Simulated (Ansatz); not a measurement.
**Zn vacancy in ZnS**

Method: DFT PBE, scalar-relativistic, plane waves, PAW in Ansatz 0.2.0. Run with 420 eV cutoff, 2×2×2 k-mesh, shifted by half a step, Gaussian smearing of 0.01 eV, collinear spin.

Host crystal, relaxed:

```xyz
2
Lattice="0.0000 2.7212 2.7212 2.7212 0.0000 2.7212 2.7212 2.7212 0.0000" Properties=species:S:1:pos:R:3 pbc="T T T"
Zn    0.0000    0.0000    0.0000
S     4.0817    4.0817    4.0817
```

Supercell of 32 atoms, rows in host cell vectors: 1 -3 1; -3 1 1; 1 1 -3. Atoms relax at the host's cell from a start displaced at random by 0.06 Å near the defect, so other minima may exist. The cell is small, so energies carry finite-size errors of tenths of an eV. The host's Kohn–Sham gap is 2.02 eV. Atoms are taken from and returned to the elements' standard states. Charged cells are corrected for image charges with the computed static dielectric tensor (mean 9.4) and aligned with the host's potential at far atoms (alignment terms reach 0.77 eV; the program doubts the alignment in some charges, where it is up to 0.77 eV). No band-filling term is added, and the Fermi level counts from the host's valence band top.

Starting moments were lost in some runs.

Defect: Zn vacancy set at (0.000, 0.000, 0.000) of the host cell. Before relaxation its nearest neighbours are 4 S at 2.36 Å.

| charge | E_f at the valence band top (eV) | over the neutral state (eV) | moment (μB) | largest move (Å) | atoms near the site |
| --- | --- | --- | --- | --- | --- |
| 0 | 4.24 | 0.00 | 2.00 | 0.05 | 1 S at 2.35 Å, 2 S at 2.37 Å, 1 S at 2.38 Å |
| -1 | 4.43 | 0.19 | 1.00 | 0.06 | 1 S at 2.32 Å, 2 S at 2.33 Å, 1 S at 2.34 Å |
| -2 | 5.11 | 0.88 | 0.00 | 0.09 | 3 S at 2.30 Å, 1 S at 2.31 Å |

Among the charges computed the stable one is 0 at the valence band top, changing to -1 at 0.19 eV, changing to -2 at 0.68 eV. In charge 0, -1 the cell has partly filled bands: a level of the defect may be part filled, the carrier may sit in the host's bands, or levels may cross between the k points, so transitions that involve it are doubtful. Without the alignment that the program doubts, the level (0/-1) would lie at -0.24 eV, outside the gap, so these runs don't decide whether the defect changes charge there.

Cost: 4 runs of about 55 core-minutes in all, on Intel Xeon Processor @ 2.50GHz (Skylake/Cascade Lake) (shared hosts).